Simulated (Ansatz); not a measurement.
# Bi: changing spin-orbit coupling

The structure is monoclinic, space group P2/m (No. 10). The conventional cell has a = 3.238 Å, b = 3.222 Å, c = 6.444 Å, α = 90.00°, β = 90.72°, γ = 90.00°. Bi (site symmetry m) has 6 Bi at 3.22 to 3.24 Å as nearest neighbours.

This isn't the form of Bi at room conditions, which is rhombohedral.

Kept alike: task band structure; functional PBEsol; k mesh 8 × 8 × 4; occupations fermi-dirac, width 0.05 eV. Program: Ansatz, Ansatz PAW, cutoff 420 eV. The mesh is that of the run's cell of 2 atoms.

```csv
spin-orbit coupling,pressure (GPa)
off,-0.45
on,0.67
```

Pressure is positive in compression, with a Pulay correction for the finite cutoff. For a metal such a mesh leaves the last digits unconverged. All rows use potentials made for PBE.

The pressure runs from -0.45 (off) to 0.67 GPa (on).
